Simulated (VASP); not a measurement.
Set up this calculation in VASP 6.6.1, as the native input.

- Task: single point
- Functional: HF
- Potentials or basis: VASP PAW PBE potentials, release 64 (B, As)
- Cutoff: 520 eV
- k mesh: 6 × 6 × 6
- Occupations: gaussian, width 0.01 eV
- Spin: no spin polarisation
- Dipole correction: no
- Exchange at q = 0: truncated
- Grid for exact exchange (PRECFOCK): Normal
- Further INCAR settings: ALGO = Normal; EDIFF = 1e-07; NBANDS = 11

BAs:

```xyz
2
Lattice="0.0000 2.3919 2.3919 2.3919 0.0000 2.3919 2.3919 2.3919 0.0000" Properties=species:S:1:pos:R:3 pbc="T T T"
B     0.0000    0.0000    0.0000
As    1.1959    1.1959    1.1959
```

One way to write it, as run:

POSCAR

```
BAs
1.0
    0.0000000000      2.3918700258      2.3918700258
    2.3918700258      0.0000000000      2.3918700258
    2.3918700258      2.3918700258      0.0000000000
B As
1 1
Direct
    0.0000000000      0.0000000000      0.0000000000
    0.2500000000      0.2500000000      0.2500000000
```

INCAR.step1

```
PREC = Accurate
ENCUT = 520
EDIFF = 1E-5
ISMEAR = 0
SIGMA = 0.01
LREAL = False
LASPH = True
NELM = 100
ALGO = Normal
ISIF = 2
LWAVE = True
LCHARG = False
GGA = PE
NBANDS = 11
```

INCAR.step2

```
PREC = Accurate
ENCUT = 520
EDIFF = 1E-7
ISMEAR = 0
SIGMA = 0.01
LREAL = False
LASPH = True
NELM = 100
ALGO = Normal
ISIF = 2
LWAVE = False
LCHARG = False
GGA = PE
LHFCALC = True
AEXX = 1.0
ALDAC = 0.0
AGGAC = 0.0
PRECFOCK = Normal
HFRCUT = -1
ISTART = 1
NBANDS = 11
```

KPOINTS

```
Automatic mesh
0
Gamma
  6 6 6
```

Potentials or basis: VASP PAW PBE potentials, release 64 (B, As).

The run is started by

```console
$ cat potpaw_PBE.64/B/POTCAR potpaw_PBE.64/As/POTCAR > POTCAR
$ cp INCAR.step1 INCAR
$ mpirun -np 1 vasp_std > vasp.out
$ cp INCAR.step2 INCAR
$ mpirun -np 1 vasp_std > vasp.out
```

It gave:

```
Pressure               : 1.6 GPa
Band gap on the k mesh : 7.54 eV, indirect (least direct gap 10.09 eV)
```

Caveat: the PAW data sets were made with another functional, which shifts forces and pressure a little.

Run time: 8.8 min on 1 thread of Intel(R) Xeon(R) Platinum 8488C (Sapphire Rapids), on a shared host, peak memory 0.17 GiB.
